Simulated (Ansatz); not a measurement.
The elements of this relaxed trial crystal are hidden behind letters.

```
lattice vectors (Å)
  -1.7545    1.7545    9.9123
   1.7545   -1.7545    9.9123
   1.7545    1.7545   -9.9123
fractional positions
X 0.1899 0.1899 0.0000
X 0.8101 0.8101 0.0000
X 0.0000 0.0000 0.0000
Z 0.5969 0.5969 0.0000
Z 0.4031 0.4031 0.0000
```

All numbers below come from DFT PBE, scalar-relativistic, plane waves, PAW (Ansatz). Settings of the last relaxation (5-atom cell): 420 eV, 12×12×12 k points, Gaussian smearing of 0.10 eV, no spin polarisation.

```
Space group                                 : I4/mmm (No. 139)
Conventional cell                           : a = 3.509 Å, c = 19.825 Å
Volume per atom                             : 24.41 Å³
Density                                     : 6.82 g/cm³
Energy over the elements                    : +0.18 eV/atom
Gap on the 12×12×12 mesh of the 5-atom cell : 0 eV (a metal)
```

Energies are uncorrected and count from the elements' standard states at the same level.

Question: X is a p-block element of period 5 and Z is a p-block element of period 4. Which elements are they?

Answer: X = Sn, Z = Ge, so the formula is Sn3Ge2. Density times volume gives a mean mass of 6.82 × 24.41/1.6605 = 100.3 u per atom, and this set has 100.3 u. Sn on a site of symmetry 4mm is surrounded by 4 Ge at 3.09 Å, 8 Sn at 3.44–3.51 Å and 1 Sn at 3.77 Å; Sn on a site of symmetry 4/mmm is surrounded by 8 Ge at 3.14 Å, 4 Sn at 3.51 Å and 2 Sn at 3.77 Å; around Ge lie 8 Sn at 3.09–3.14 Å and 4 Ge at 3.51 Å. Other sets within the hints have nearly the same mass, so mass alone doesn't settle it; this one was computed.

Symmetry constrained the relaxation, so the result can be a saddle point.
